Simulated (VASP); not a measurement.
A run of VASP 6.6.1 is set up as follows.

Contents of INCAR:

```
ALGO = Fast
EDIFF = 1E-7
EDIFFG = -0.005
ENCUT = 600
GGA = PS
IBRION = 2
ISIF = 3
ISMEAR = 0
LASPH = T
LCHARG = F
LREAL = F
LWAVE = F
NELM = 80
NSW = 90
PREC = Accurate
SIGMA = 0.02
```

KPOINTS

```
k-points
0
Gamma
  8 8 8
```

Contents of POSCAR:

```
CaO
1.0
    0.0000000000      2.4535000000      2.4535000000
    2.4535000000      0.0000000000      2.4535000000
    2.4535000000      2.4535000000      0.0000000000
Ca O
1 1
Direct
    0.0000000000      0.0000000000      0.0000000000
    0.5000000000      0.5000000000      0.5000000000
```

Potentials or basis: VASP PAW PBE potentials, release 64 (Ca_sv, O).

Run with:

```console
$ cat potpaw_PBE.64/Ca_sv/POTCAR potpaw_PBE.64/O/POTCAR > POTCAR
$ mpirun -np 1 vasp_std > vasp.out
```

(1) What does it give for the relaxed volume?

(2) What does it give for the band gap on the k mesh?

Results:

(1) 13.60 Å³/atom.

(2) 3.53 eV, indirect (least direct gap 3.90 eV).

Caveat: the PAW data sets were made with another functional, which shifts forces and pressure a little.
